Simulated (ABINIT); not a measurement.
# BN (P6_3/mmc) in ABINIT: single point with PBE

Aim: the single point of BN with PBE.

Everything below comes from runs of ABINIT 10.8.3 (patched build). Logs are shortened: lines on timing, memory, paths and dates and some standing lists are left out, and cuts for length are marked. The log counts tension as positive stress, the text compression.

## (1) The crystal as given

It takes space group P6_3/mmc (No. 194, hexagonal). The conventional cell has a = 2.498 Å, b = 2.498 Å, c = 6.636 Å, α = 90.00°, β = 90.00°, γ = 120.00°. Around N (site symmetry -6m2) lie 3 B at 1.44 Å. B (site symmetry -6m2) has 3 N at 1.44 Å as nearest neighbours.

## (2) Single point, PBE

Input file run.abi:

```
# Pseudopotentials
pp_dirpath "./"
pseudos "N.GGA_PBE-JTH.xml, B.GGA_PBE-JTH.xml"

# Structure
acell 2.49824 2.49824 6.6357 Angstrom
rprim
     1.0000000000     0.0000000000     0.0000000000
    -0.5000000000     0.8660254038     0.0000000000
     0.0000000000     0.0000000000     1.0000000000
ntypat 2
znucl 7 5
natom 4
typat 1 1 2 2
xred
     0.6666666667     0.3333333333     0.2500000000
     0.3333333333     0.6666666667     0.7500000000
     0.6666666667     0.3333333333     0.7500000000
     0.3333333333     0.6666666667     0.2500000000

# Plane-wave basis
ecut 26.0
pawecutdg 48.0
pawovlp 30

# k points
kptopt 1
ngkpt 16 16 5
nshiftk 1
shiftk 0.0 0.0 0.0

# Exchange and correlation
ixc 11

# Bands and occupations
nband 12
occopt 3
tsmear 0.05 eV

# SCF cycle
nstep 100
tolvrs 1.0e-9

# Output
iomode 3
prtwf 0
prteig 0
prtebands 0
prtden 1
prtvha 1
prtvclmb 1
prtpot 1
```

Potentials or basis: JTH PAW PBE v2.0.

The run is started by

```bash
$ abinit run.abi > log 2>&1
```

run.abo:

```text
.Version 10.8.3 of ABINIT
 Symmetries : space group P6_3/m m c (#194); Bravais hP (primitive hexag.)
================================================================================
 Values of the parameters that define the memory need of the present run
     intxc =       0    ionmov =       0      iscf =      17    lmnmax =       8
     lnmax =       4     mgfft =      60  mpssoang =       2    mqgrid =    3911
     natom =       4  nloc_mem =       2    nspden =       1   nspinor =       1
    nsppol =       1      nsym =      24    n1xccc =       1    ntypat =       2
    occopt =       3   xclevel =       2
       mpw =        1571          nfft =       34560          nkpt =          90
 PAW method is used; the additional fine FFT grid is defined by:
   mgfftf=        80    nfftf =     72000
================================================================================
================================================================================

--------------------------------------------------------------------------------
------------- Echo of variables that govern the present computation ------------
--------------------------------------------------------------------------------
 -outvars: echo values of preprocessed input variables --------
            acell      4.7209893968E+00  4.7209893968E+00  1.2539655654E+01 Bohr
              amu      1.40067400E+01  1.08110000E+01
             ecut      2.60000000E+01 Hartree
                       outvar_i_n : Printing only first  50 k-points.
              ixc          11
                       outvar_i_n : Printing only first  50 k-points.
         kptrlatt       16    0    0      0   16    0      0    0    5
          kptrlen      6.26982783E+01
            natom           4
            nband          12
            ngfft          24      24      60
          ngfftdg          30      30      80
             nkpt          90
            nstep         100
             nsym          24
           ntypat           2
                       prtocc : prtvol=0, do not print more k-points.
           occopt           3
        pawecutdg      4.80000000E+01 Hartree
          pawovlp      3.0000000000E+01
         pawxcdev           0
        prtebands           0
           prteig           0
           prtpot           1
         prtvclmb           1
           prtvha           1
            prtwf           0
            rprim      1.0000000000E+00  0.0000000000E+00  0.0000000000E+00
                      -5.0000000000E-01  8.6602540380E-01  0.0000000000E+00
                       0.0000000000E+00  0.0000000000E+00  1.0000000000E+00
          spgroup         194
           tolvrs      1.00000000E-09
           tsmear      1.83746611E-03 Hartree
            typat      1  1  2  2
[... 164 lines left out ...]
    2     -0.00000000000000    -0.00000000000000    -0.00000000000000
    3     -0.00000000000000     0.00000000000000    -0.00000000000000
    4      0.00000000000000    -0.00000000000000    -0.00000000000000
 frms,max,avg= 2.8454363E-28 5.2687242E-28   0.000E+00  0.000E+00  0.000E+00 h/b

 cartesian forces (eV/Angstrom) at end:
    1     -0.00000000000000    -0.00000000000000    -0.00000000000000
    2     -0.00000000000000    -0.00000000000000    -0.00000000000000
    3     -0.00000000000000     0.00000000000000    -0.00000000000000
    4      0.00000000000000    -0.00000000000000    -0.00000000000000
 frms,max,avg= 1.4631822E-26 2.7092869E-26   0.000E+00  0.000E+00  0.000E+00 e/A
 length scales=  4.720989396788  4.720989396788 12.539655653686 bohr
              =  2.498240000000  2.498240000000  6.635700000000 angstroms
 Fermi (or HOMO) energy (hartree) =   0.18219   Average Vxc (hartree)=  -0.37045
 Eigenvalues (hartree) for nkpt=  90  k points:
 kpt#   1, nband= 12, wtk=  0.00078, kpt=  0.0000  0.0000  0.0000 (reduced coord)
  -0.54030   -0.52947   -0.11429   -0.03619    0.06724    0.06724    0.06860    0.06860
   0.30934    0.49592    0.54202    0.54262
      occupation numbers for kpt#   1
   2.00000    2.00000    2.00000    2.00000    2.00000    2.00000    2.00000    2.00000
   0.00000    0.00000    0.00000    0.00000
 prteigrs : prtvol=0 or 1, do not print more k-points.

--- !EnergyTerms
iteration_state     : {dtset: 1, }
comment             : Components of total free energy in Hartree
kinetic             :  1.57854519947197E+01
hartree             :  8.24560673750387E+00
xc                  : -7.75734411380226E+00
Ewald energy        : -1.83721330618461E+01
psp_core            :  9.63613656566478E-01
local_psp           : -2.76545184770880E+01
PAW spherical_terms :  2.82344077936734E+00
internal            : -2.59658824845789E+01
'-kT*entropy'       :  1.25294605474897E-15
total_energy        : -2.59658824845789E+01
total_energy_eV     : -7.06567657505630E+02
...

--- !EnergyTermsDC
iteration_state     : {dtset: 1, }
comment             : '"Double-counting" decomposition of free energy'
band_energy         : -2.34715938012116E+00
Ewald energy        : -1.83721330618461E+01
psp_core            :  9.63613656566478E-01
xc_dc               : -6.68462205593572E+00
PAW spherical_terms :  4.74420329591878E-01
internal            : -2.59658805117446E+01
'-kT*entropy'       :  1.25294605474897E-15
total_energy_dc     : -2.59658805117446E+01
total_energy_dc_eV  : -7.06567603822073E+02
...

--- !EnergyTermsWithPAWCore
iteration_state     : {dtset: 1, }
comment             : 'Components of total free energy, including PAW core contributions'
Total energy        : -1.59403390323880E+02
Total energy DC     : -1.59403388351045E+02
Total energy (eV)   : -4.33758722302196E+03
Total energy DC (eV): -4.33758716933841E+03
...

 Cartesian components of stress tensor (hartree/bohr^3)
  sigma(1 1)= -2.18645287E-04  sigma(3 2)=  0.00000000E+00
  sigma(2 2)= -2.18645287E-04  sigma(3 1)=  0.00000000E+00
  sigma(3 3)= -1.06872578E-04  sigma(2 1)=  0.00000000E+00

-Cartesian components of stress tensor (GPa)         [Pressure=  5.3366E+00 GPa]
- sigma(1 1)= -6.43276644E+00  sigma(3 2)=  0.00000000E+00
- sigma(2 2)= -6.43276645E+00  sigma(3 1)=  0.00000000E+00
- sigma(3 3)= -3.14429982E+00  sigma(2 1)=  0.00000000E+00

== END DATASET(S) ==============================================================
================================================================================

 -outvars: echo values of variables after computation  --------
            acell      4.7209893968E+00  4.7209893968E+00  1.2539655654E+01 Bohr
           etotal     -2.5965880512E+01
            fcart     -0.0000000000E+00 -0.0000000000E+00 -0.0000000000E+00
                      -0.0000000000E+00 -0.0000000000E+00 -0.0000000000E+00
                      -4.5628490079E-28  5.2687242058E-28 -0.0000000000E+00
                       4.5628490079E-28 -5.2687242058E-28 -0.0000000000E+00
            rprim      1.0000000000E+00  0.0000000000E+00  0.0000000000E+00
                      -5.0000000000E-01  8.6602540380E-01  0.0000000000E+00
                       0.0000000000E+00  0.0000000000E+00  1.0000000000E+00
           strten     -2.1864528729E-04 -2.1864528743E-04 -1.0687257847E-04
                       0.0000000000E+00  0.0000000000E+00  0.0000000000E+00
           xangst      1.2491200000E+00  7.2117976826E-01  1.6589250000E+00
                       2.8915750897E-17  1.4423595365E+00  4.9767750000E+00
                       1.2491200000E+00  7.2117976826E-01  4.9767750000E+00
                       2.8915750897E-17  1.4423595365E+00  1.6589250000E+00
             xred      6.6666666667E-01  3.3333333333E-01  2.5000000000E-01
                       3.3333333333E-01  6.6666666667E-01  7.5000000000E-01
                       6.6666666667E-01  3.3333333333E-01  7.5000000000E-01
                       3.3333333333E-01  6.6666666667E-01  2.5000000000E-01
 Calculation completed.
```

Run time: 43 s. Hardware: 1 thread of Intel Xeon Platinum 8488C (Sapphire Rapids), shared host; peak memory 0.15 GiB.

Results:

| Property | Result |
| --- | --- |
| Free energy | -706.5676 eV |
| Pressure | 5.3 GPa |
| Band gap on the k mesh | 4.24 eV, indirect (least direct gap 4.68 eV) |

Levels at points of the mesh, in eV from the valence-band top:
```tsv
k point	band 6	band 7	band 8	band 9	band 10	band 11
(0.00, 0.00, 0.00)	-1.35	-1.31	-1.31	5.24	10.31	11.57
(0.50, 0.00, 0.00)	-4.12	-1.49	-0.47	4.24	5.62	9.56
```

Caveat: an odd mesh through Γ misses points on the zone boundary, where band edges often lie; this functional lacks dispersion, which binds the layers, so the pressure and a relaxed spacing across them are unreliable; the atomic spheres overlap.
